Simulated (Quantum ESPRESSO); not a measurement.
# Li2S (Fm-3m) in Quantum ESPRESSO: further runs

Aim: see how the results for Li2S move with the level of theory and the settings. Levels: LDA, r2SCAN. Tasks: band structure.

All numbers are computed with Quantum ESPRESSO 7.5; they aren't measurements. Logs are shortened: lines on timing, memory, paths and dates and some standing lists are left out, and cuts for length are marked.

**1. Starting point**

The structure is cubic, space group Fm-3m (No. 225). Conventional cell: a = 5.689 Å, b = 5.689 Å, c = 5.689 Å, α = 90.00°, β = 90.00°, γ = 90.00°. S (site symmetry m-3m) is surrounded by 8 Li at 2.46 Å. Li (site symmetry -43m) is surrounded by 4 S at 2.46 Å.

**2. Band structure, LDA**

pw.in reads:

```
&CONTROL
  calculation = 'scf'
  prefix = 'pwscf'
  outdir = './tmp'
  pseudo_dir = './pseudo'
  tprnfor = .true.
  tstress = .true.
  disk_io = 'low'
/
&SYSTEM
  ibrav = 0
  nat = 3
  ntyp = 2
  ecutwfc = 45
  ecutrho = 360
  nbnd = 12
  occupations = 'smearing'
  smearing = 'fd'
  degauss = 0.00367493
/
&ELECTRONS
  conv_thr = 6d-10
  electron_maxstep = 120
  mixing_beta = 0.5
/
ATOMIC_SPECIES
S     32.0600 s_lda_v1.4.uspp.F.UPF
Li     6.9400 li_lda_v1.4.uspp.F.UPF
CELL_PARAMETERS angstrom
   0.0000000000    2.8445000000    2.8445000000
   2.8445000000    0.0000000000    2.8445000000
   2.8445000000    2.8445000000    0.0000000000
ATOMIC_POSITIONS crystal
S      0.0000000000    0.0000000000    0.0000000000
Li     0.7500000000    0.7500000000    0.7500000000
Li     0.2500000000    0.2500000000    0.2500000000
K_POINTS automatic
8 8 8 0 0 0
```

bands.in reads:

```
&CONTROL
  calculation = 'bands'
  prefix = 'pwscf'
  outdir = './tmp'
  pseudo_dir = './pseudo'
  disk_io = 'low'
  verbosity = 'high'
/
&SYSTEM
  ibrav = 0
  nat = 3
  ntyp = 2
  ecutwfc = 45
  ecutrho = 360
  nbnd = 12
  occupations = 'smearing'
  smearing = 'fd'
  degauss = 0.00367493
/
&ELECTRONS
  conv_thr = 1d-08
  electron_maxstep = 120
  mixing_beta = 0.5
  diago_full_acc = .true.
  startingwfc = 'random'
/
ATOMIC_SPECIES
S     32.0600 s_lda_v1.4.uspp.F.UPF
Li     6.9400 li_lda_v1.4.uspp.F.UPF
CELL_PARAMETERS angstrom
   0.0000000000    2.8445000000    2.8445000000
   2.8445000000    0.0000000000    2.8445000000
   2.8445000000    2.8445000000    0.0000000000
ATOMIC_POSITIONS crystal
S      0.0000000000    0.0000000000    0.0000000000
Li     0.7500000000    0.7500000000    0.7500000000
Li     0.2500000000    0.2500000000    0.2500000000
K_POINTS crystal
60
 0.0000000000  0.0000000000  0.0000000000 1
 0.0625000000  0.0000000000  0.0625000000 1
 0.1250000000  0.0000000000  0.1250000000 1
 0.1875000000  0.0000000000  0.1875000000 1
 0.2500000000  0.0000000000  0.2500000000 1
 0.3125000000  0.0000000000  0.3125000000 1
 0.3750000000  0.0000000000  0.3750000000 1
 0.4375000000  0.0000000000  0.4375000000 1
 0.5000000000  0.0000000000  0.5000000000 1
 0.5000000000  0.0625000000  0.5625000000 1
 0.5000000000  0.1250000000  0.6250000000 1
 0.5000000000  0.1875000000  0.6875000000 1
 0.5000000000  0.2500000000  0.7500000000 1
 0.4375000000  0.3125000000  0.7500000000 1
 0.3750000000  0.3750000000  0.7500000000 1
 0.3375000000  0.3375000000  0.6750000000 1
 0.3000000000  0.3000000000  0.6000000000 1
 0.2625000000  0.2625000000  0.5250000000 1
 0.2250000000  0.2250000000  0.4500000000 1
 0.1875000000  0.1875000000  0.3750000000 1
 0.1500000000  0.1500000000  0.3000000000 1
 0.1125000000  0.1125000000  0.2250000000 1
 0.0750000000  0.0750000000  0.1500000000 1
 0.0375000000  0.0375000000  0.0750000000 1
 0.0000000000  0.0000000000  0.0000000000 1
 0.0625000000  0.0625000000  0.0625000000 1
 0.1250000000  0.1250000000  0.1250000000 1
 0.1875000000  0.1875000000  0.1875000000 1
 0.2500000000  0.2500000000  0.2500000000 1
 0.3125000000  0.3125000000  0.3125000000 1
 0.3750000000  0.3750000000  0.3750000000 1
 0.4375000000  0.4375000000  0.4375000000 1
 0.5000000000  0.5000000000  0.5000000000 1
 0.5250000000  0.4500000000  0.5250000000 1
 0.5500000000  0.4000000000  0.5500000000 1
 0.5750000000  0.3500000000  0.5750000000 1
 0.6000000000  0.3000000000  0.6000000000 1
 0.6250000000  0.2500000000  0.6250000000 1
 0.5833333333  0.2500000000  0.6666666667 1
 0.5416666667  0.2500000000  0.7083333333 1
 0.5000000000  0.2500000000  0.7500000000 1
 0.5000000000  0.2857142857  0.7142857143 1
 0.5000000000  0.3214285714  0.6785714286 1
 0.5000000000  0.3571428571  0.6428571429 1
 0.5000000000  0.3928571429  0.6071428571 1
 0.5000000000  0.4285714286  0.5714285714 1
 0.5000000000  0.4642857143  0.5357142857 1
 0.5000000000  0.5000000000  0.5000000000 1
 0.4821428571  0.4821428571  0.5357142857 1
 0.4642857143  0.4642857143  0.5714285714 1
 0.4464285714  0.4464285714  0.6071428571 1
 0.4285714286  0.4285714286  0.6428571429 1
 0.4107142857  0.4107142857  0.6785714286 1
 0.3928571429  0.3928571429  0.7142857143 1
 0.3750000000  0.3750000000  0.7500000000 1
 0.6250000000  0.2500000000  0.6250000000 1
 0.5937500000  0.1875000000  0.5937500000 1
 0.5625000000  0.1250000000  0.5625000000 1
 0.5312500000  0.0625000000  0.5312500000 1
 0.5000000000  0.0000000000  0.5000000000 1
```

Potentials or basis: GBRV 1.5 LDA.

The run is started by

```bash
$ OMP_NUM_THREADS=1 mpirun -n 2 pw.x -nk 2 -in pw.in > pw.out
$ OMP_NUM_THREADS=1 mpirun -n 2 pw.x -nk 2 -in bands.in > bands.out
```

pw.out:

```text
This program is part of the open-source Quantum ESPRESSO suite
     for quantum simulation of materials; please cite
[... 6 lines left out ...]
     using ibrav=0 with symmetry is DISCOURAGED, use correct ibrav instead

     K-points division:     npool     =       2
     Subspace diagonalization in iterative solution of the eigenvalue problem:
     a serial algorithm will be used

     G-vector sticks info
     --------------------
     sticks:   dense  smooth     PW     G-vecs:    dense   smooth      PW
     Sum        1417     721    211                35749    12627    2109

     Using Slab Decomposition

     bravais-lattice index     =            0
     lattice parameter (alat)  =       7.6019  a.u.
     unit-cell volume          =     310.6307 (a.u.)^3
     number of atoms/cell      =            3
     number of atomic types    =            2
     number of electrons       =        12.00
     number of Kohn-Sham states=           12
     kinetic-energy cutoff     =      45.0000  Ry
     charge density cutoff     =     360.0000  Ry
     scf convergence threshold =      6.0E-10
     mixing beta               =       0.5000
     number of iterations used =            8  plain     mixing
     Exchange-correlation=  SLA  PZ   NOGX NOGC
                           (   1   1   0   0   0   0   0)

     celldm(1)=   7.601859  celldm(2)=   0.000000  celldm(3)=   0.000000
     celldm(4)=   0.000000  celldm(5)=   0.000000  celldm(6)=   0.000000

     crystal axes: (cart. coord. in units of alat)
               a(1) = (   0.000000   0.707107   0.707107 )
               a(2) = (   0.707107   0.000000   0.707107 )
               a(3) = (   0.707107   0.707107   0.000000 )

     reciprocal axes: (cart. coord. in units 2 pi/alat)
               b(1) = ( -0.707107  0.707107  0.707107 )
               b(2) = (  0.707107 -0.707107  0.707107 )
               b(3) = (  0.707107  0.707107 -0.707107 )

     PseudoPot. # 1 for S  read from file:
     s_lda_v1.4.uspp.F.UPF
     Pseudo is Ultrasoft + core correction, Zval =  6.0
     Generated by new atomic code, or converted to UPF format
     Using radial grid of  907 points,  6 beta functions with:
                l(1) =   0
                l(2) =   0
                l(3) =   1
                l(4) =   1
                l(5) =   2
                l(6) =   2
     Q(r) pseudized with  8 coefficients,  rinner =    1.300   1.300   1.300
                                                       1.300   1.300

     PseudoPot. # 2 for Li read from file:
     li_lda_v1.4.uspp.F.UPF
     Pseudo is Ultrasoft, Zval =  3.0
     Generated by new atomic code, or converted to UPF format
     Using radial grid of  751 points,  5 beta functions with:
                l(1) =   0
                l(2) =   0
                l(3) =   0
                l(4) =   1
                l(5) =   1
     Q(r) pseudized with 10 coefficients,  rinner =    1.150   1.150   1.150

     atomic species   valence    mass     pseudopotential
     S                 6.00    32.06000     S ( 1.00)
     Li                3.00     6.94000     Li( 1.00)

     48 Sym. Ops., with inversion, found

   Cartesian axes

     site n.     atom                  positions (alat units)
         1        S      tau(   1) = (   0.0000000   0.0000000   0.0000000  )
         2        Li     tau(   2) = (   1.0606602   1.0606602   1.0606602  )
         3        Li     tau(   3) = (   0.3535534   0.3535534   0.3535534  )

     number of k points=    29  Fermi-Dirac smearing, width (Ry)=  0.0037
                       cart. coord. in units 2pi/alat
        k(    1) = (   0.0000000   0.0000000   0.0000000), wk =   0.0039062
        k(    2) = (   0.0883883   0.0883883  -0.0883883), wk =   0.0312500
        k(    3) = (   0.1767767   0.1767767  -0.1767767), wk =   0.0312500
        k(    4) = (   0.2651650   0.2651650  -0.2651650), wk =   0.0312500
        k(    5) = (  -0.3535534  -0.3535534   0.3535534), wk =   0.0156250
        k(    6) = (   0.1767767   0.0000000   0.0000000), wk =   0.0234375
[... 21 lines left out ...]
        k(   28) = (  -0.7071068   0.1767767  -0.0000000), wk =   0.0468750
        k(   29) = (  -0.7071068   0.3535534   0.0000000), wk =   0.0234375

     Dense  grid:    35749 G-vectors     FFT dimensions: (  45,  45,  45)

     Smooth grid:    12627 G-vectors     FFT dimensions: (  36,  36,  36)

     Initial potential from superposition of free atoms

     starting charge      11.0985, renormalised to      12.0000
     Starting wfcs are   14 randomized atomic wfcs

     Self-consistent Calculation

     iteration #  1     ecut=    45.00 Ry     beta= 0.50
     Davidson diagonalization with overlap
     ethr =  1.00E-02,  avg # of iterations =  4.9

     Threshold (ethr) on eigenvalues was too large:
     Diagonalizing with lowered threshold

     Davidson diagonalization with overlap
     ethr =  6.66E-04,  avg # of iterations =  1.4

     total energy              =     -52.99596997 Ry
     estimated scf accuracy    <       0.08175534 Ry

     iteration #  2     ecut=    45.00 Ry     beta= 0.50
     Davidson diagonalization with overlap
     ethr =  6.81E-04,  avg # of iterations =  1.0
[... 99 lines left out ...]
     total energy              =     -52.98979768 Ry
     estimated scf accuracy    <          6.2E-10 Ry

     iteration # 17     ecut=    45.00 Ry     beta= 0.50
     Davidson diagonalization with overlap
     ethr =  5.16E-12,  avg # of iterations =  3.6

     End of self-consistent calculation

          k = 0.0000 0.0000 0.0000 (  1591 PWs)   bands (ev):

   -41.0553 -41.0061  -8.8937   2.1044   2.1044   2.1044   6.1801   8.1121
     8.1121   8.1121  13.1571  13.1571

          k = 0.0884 0.0884-0.0884 (  1564 PWs)   bands (ev):

   -41.0533 -41.0078  -8.8369   1.4849   2.0123   2.0123   6.6162   8.3501
     8.3501   8.4793  12.1515  12.1515

          k = 0.1768 0.1768-0.1768 (  1582 PWs)   bands (ev):
[... 6 lines left out ...]
   -41.0393 -41.0204  -8.5301  -0.5146   1.6426   1.6426   7.8149   8.5866
     8.5866  10.0671  12.8287  12.8287

          k =-0.3536-0.3536 0.3536 (  1568 PWs)   bands (ev):

   -41.0297 -41.0297  -8.4582  -0.8433   1.5776   1.5776   8.0367   8.4720
     8.4720  10.3249  14.6472  14.6472

          k = 0.1768 0.0000 0.0000 (  1571 PWs)   bands (ev):

   -41.0527 -41.0083  -8.8183   1.5984   1.8221   1.8221   6.7312   8.2430
     8.6192   8.6192  11.1815  13.4070

          k = 0.2652 0.0884-0.0884 (  1581 PWs)   bands (ev):

   -41.0485 -41.0119  -8.7026   0.7149   1.5715   1.7142   7.1641   8.6075
     9.0722   9.0914  10.9217  13.1017

          k = 0.3536 0.1768-0.1768 (  1588 PWs)   bands (ev):
[... 11 lines left out ...]
   -41.0355 -41.0239  -8.4642  -0.6053   1.2039   1.5579   8.1724   8.3897
     8.9342  10.5158  12.2545  14.1926

          k =-0.0884-0.2652 0.2652 (  1575 PWs)   bands (ev):

   -41.0438 -41.0161  -8.5982   0.0436   1.2792   1.7967   7.7969   8.6077
     9.0412   9.6820  10.7992  13.6434

          k = 0.0000-0.1768 0.1768 (  1564 PWs)   bands (ev):

   -41.0501 -41.0105  -8.7504   0.9269   1.5776   1.9969   7.1187   8.6468
     8.7482   8.8387  10.9265  12.7084

          k = 0.3536 0.0000 0.0000 (  1587 PWs)   bands (ev):

   -41.0464 -41.0136  -8.6277   0.7461   1.2591   1.2591   6.7043   8.5700
     9.8658   9.8658  10.9121  14.1315

          k = 0.4419 0.0884-0.0884 (  1586 PWs)   bands (ev):

   -41.0417 -41.0177  -8.5023   0.1414   1.0544   1.0580   6.5370   9.0090
    10.1174  10.3324  12.1306  14.6611

          k =-0.1768-0.5303 0.5303 (  1592 PWs)   bands (ev):

   -41.0353 -41.0237  -8.3972  -0.3408   0.7613   1.0500   6.8493   9.8340
    10.1610  10.2503  12.9667  14.3472

          k =-0.0884-0.4419 0.4419 (  1574 PWs)   bands (ev):

   -41.0308 -41.0282  -8.3831  -0.4317   0.5529   1.2354   7.3903   9.5122
    10.1169  11.2126  12.0748  12.3620

          k = 0.0000-0.3536 0.3536 (  1576 PWs)   bands (ev):

   -41.0379 -41.0215  -8.4702  -0.2209   0.6934   1.5386   8.0236   8.7104
    10.2146  10.2776  10.4585  14.1262

          k = 0.5303-0.0000 0.0000 (  1600 PWs)   bands (ev):

   -41.0401 -41.0190  -8.4229   0.1252   0.8012   0.8012   5.7108   8.9137
    11.5093  11.5093  12.6859  16.1157

          k =-0.0884-0.6187 0.6187 (  1590 PWs)   bands (ev):

   -41.0369 -41.0219  -8.3523  -0.0469   0.4964   0.7464   5.7711   9.2751
    11.7879  11.9012  13.5539  14.4141

          k = 0.0000-0.5303 0.5303 (  1580 PWs)   bands (ev):

   -41.0327 -41.0260  -8.3352  -0.0330   0.0985   0.9113   6.4983  10.0129
    11.3302  11.4889  12.4007  12.6001

          k =-0.7071 0.0000 0.0000 (  1588 PWs)   bands (ev):

   -41.0375 -41.0212  -8.3332  -0.0948   0.6323   0.6323   5.2697   9.0614
    12.9619  12.9619  14.0362  14.3600

          k = 0.3536 0.1768 0.0000 (  1576 PWs)   bands (ev):

   -41.0439 -41.0159  -8.5810   0.2433   1.0779   1.5655   7.3478   8.9344
     9.0456  10.0111  10.9920  14.1270

          k =-0.2652-0.4419 0.6187 (  1583 PWs)   bands (ev):

   -41.0372 -41.0221  -8.4492  -0.3046   0.8440   1.3178   7.6453   8.6856
     9.9231  10.3538  11.9110  14.2509

          k =-0.1768-0.3536 0.5303 (  1570 PWs)   bands (ev):
[... 6 lines left out ...]
   -41.0377 -41.0213  -8.4033  -0.0515   0.6629   0.8698   6.4645   9.3953
    10.0371  11.6744  12.6699  14.4187

          k =-0.0884-0.4419 0.6187 (  1589 PWs)   bands (ev):

   -41.0325 -41.0263  -8.3436  -0.1575   0.3872   0.7531   6.9897   9.5571
    10.3171  11.9924  12.1341  13.7737

          k = 0.0000-0.3536 0.5303 (  1576 PWs)   bands (ev):

   -41.0318 -41.0270  -8.3635  -0.2250   0.3626   0.9869   7.5843   8.8971
    10.6959  11.5447  12.0863  12.4625

          k =-0.7071 0.1768-0.0000 (  1598 PWs)   bands (ev):

   -41.0351 -41.0236  -8.3271  -0.0026   0.4389   0.5084   6.0664   9.5435
    11.0878  12.6253  13.1831  14.4633

          k =-0.7071 0.3536 0.0000 (  1604 PWs)   bands (ev):

   -41.0294 -41.0294  -8.3209   0.2374   0.2374   0.2706   7.4186   9.1572
    10.8503  10.8503  13.7875  13.7875

     the Fermi energy is     3.8908 ev

!    total energy              =     -52.98979768 Ry
     estimated scf accuracy    <          3.5E-10 Ry
     smearing contrib. (-TS)   =      -0.00000000 Ry
     internal energy E=F+TS    =     -52.98979768 Ry

     The total energy is F=E-TS. E is the sum of the following terms:
     one-electron contribution =     -17.38019774 Ry
     hartree contribution      =       9.59002345 Ry
     xc contribution           =     -14.97474623 Ry
     ewald contribution        =     -30.22487716 Ry

     convergence has been achieved in  17 iterations

     Forces acting on atoms (cartesian axes, Ry/au):

     atom    1 type  1   force =     0.00000000    0.00000000    0.00000000
     atom    2 type  2   force =    -0.00000000   -0.00000000    0.00000000
     atom    3 type  2   force =    -0.00000000   -0.00000000   -0.00000000

     Total force =     0.000000     Total SCF correction =     0.000000

     Computing stress (Cartesian axis) and pressure

          total   stress  (Ry/bohr**3)                   (kbar)     P=      -26.25
  -0.00017844   0.00000000   0.00000000          -26.25        0.00        0.00
  -0.00000000  -0.00017844   0.00000000           -0.00      -26.25        0.00
   0.00000000   0.00000000  -0.00017844            0.00        0.00      -26.25

=------------------------------------------------------------------------------=
   JOB DONE.
=------------------------------------------------------------------------------=
```

It took 28 s on 2 MPI ranks of Intel Xeon Platinum 8488C (Sapphire Rapids), shared host; peak memory 0.26 GiB.

What came out:

| Item | Value |
| --- | --- |
| Free energy | -720.9629 eV |
| Pressure | -2.6 GPa |
| Band gap on the k mesh | 3.17 eV, indirect (least direct gap 4.08 eV) |
| Band gap along the path | 3.17 eV, indirect (least direct gap 4.08 eV) |

Levels at the corners of the path, in eV from the valence-band top:
```
point  band 4  band 5  band 6  band 7  band 8  band 9
    Γ    0.00    0.00    0.00    4.08    6.01    6.01
    X   -2.20   -1.47   -1.47    3.17    6.96   10.86
    W   -1.87   -1.87   -1.83    5.31    7.05    8.75
    K   -2.14   -2.01   -1.19    4.39    7.91    9.23
    Γ    0.00    0.00    0.00    4.08    6.01    6.01
    L   -2.95   -0.53   -0.53    5.93    6.37    6.37
    U   -2.14   -2.01   -1.19    4.39    7.91    9.23
    W   -1.87   -1.87   -1.83    5.31    7.05    8.75
    L   -2.95   -0.53   -0.53    5.93    6.37    6.37
    K   -2.14   -2.01   -1.19    4.39    7.91    9.23
    U   -2.14   -2.01   -1.19    4.39    7.91    9.23
    X   -2.20   -1.47   -1.47    3.17    6.96   10.86
```

Caveat: some levels on the path didn't converge.

**3. Band structure, r2SCAN**

pw.in, as its differences from that of step 2:

```diff
@@ -13,5 +13,5 @@
   ntyp = 2
-  ecutwfc = 45
-  ecutrho = 360
+  ecutwfc = 70
   nbnd = 12
+  input_dft = 'r2scan'
   occupations = 'smearing'
@@ -19,5 +19,6 @@
   degauss = 0.00367493
+  nosym = .true.
 /
 &ELECTRONS
-  conv_thr = 6d-10
+  conv_thr = 1d-08
   electron_maxstep = 120
@@ -26,4 +27,4 @@
 ATOMIC_SPECIES
-S     32.0600 s_lda_v1.4.uspp.F.UPF
-Li     6.9400 li_lda_v1.4.uspp.F.UPF
+S     32.0600 S_ONCV_PBE-1.2.upf
+Li     6.9400 Li_ONCV_PBE-1.2.upf
 CELL_PARAMETERS angstrom
@@ -37,2 +38,2 @@
 K_POINTS automatic
-8 8 8 0 0 0
+6 6 6 0 0 0
```

bands.in, as its differences from that of step 2:

```diff
@@ -12,5 +12,5 @@
   ntyp = 2
-  ecutwfc = 45
-  ecutrho = 360
+  ecutwfc = 70
   nbnd = 12
+  input_dft = 'r2scan'
   occupations = 'smearing'
@@ -18,2 +18,3 @@
   degauss = 0.00367493
+  nosym = .true.
 /
@@ -27,4 +28,4 @@
 ATOMIC_SPECIES
-S     32.0600 s_lda_v1.4.uspp.F.UPF
-Li     6.9400 li_lda_v1.4.uspp.F.UPF
+S     32.0600 S_ONCV_PBE-1.2.upf
+Li     6.9400 Li_ONCV_PBE-1.2.upf
 CELL_PARAMETERS angstrom
```

Potentials or basis: SG15 PBE 1.2.

The run is started by

```bash
$ OMP_NUM_THREADS=1 mpirun -n 2 pw.x -nk 2 -in pw.in > pw.out
$ OMP_NUM_THREADS=1 mpirun -n 2 pw.x -nk 2 -in bands.in > bands.out
```

Wall time 2.6 min (2 MPI ranks of Intel Xeon Platinum 8488C (Sapphire Rapids), shared host); peak memory 0.24 GiB.

Results (log left out):

- Free energy: -671.5416 eV
- Pressure: 0.4 GPa
- Band gap on the k mesh: 3.88 eV, indirect (least direct gap 4.90 eV)
- Band gap along the path: 3.88 eV, indirect (least direct gap 4.90 eV)

Levels at the corners of the path, in eV from the valence-band top:
```tsv
point	band 4	band 5	band 6	band 7	band 8	band 9
Γ	0.00	0.00	0.00	4.90	7.01	7.01
X	-2.20	-1.42	-1.42	3.88	7.84	12.17
W	-1.85	-1.85	-1.75	5.97	8.09	9.74
K	-2.08	-2.00	-1.15	5.12	8.82	10.39
Γ	0.00	0.00	0.00	4.90	7.01	7.01
L	-2.91	-0.50	-0.50	6.87	7.28	7.28
U	-2.08	-2.00	-1.15	5.12	8.82	10.39
W	-1.85	-1.85	-1.75	5.97	8.09	9.74
L	-2.91	-0.50	-0.50	6.87	7.28	7.28
K	-2.08	-2.00	-1.15	5.12	8.82	10.39
U	-2.08	-2.00	-1.15	5.12	8.82	10.39
X	-2.20	-1.42	-1.42	3.88	7.84	12.17
```

Caveat: the potentials were made for another functional, which shifts forces and pressure.
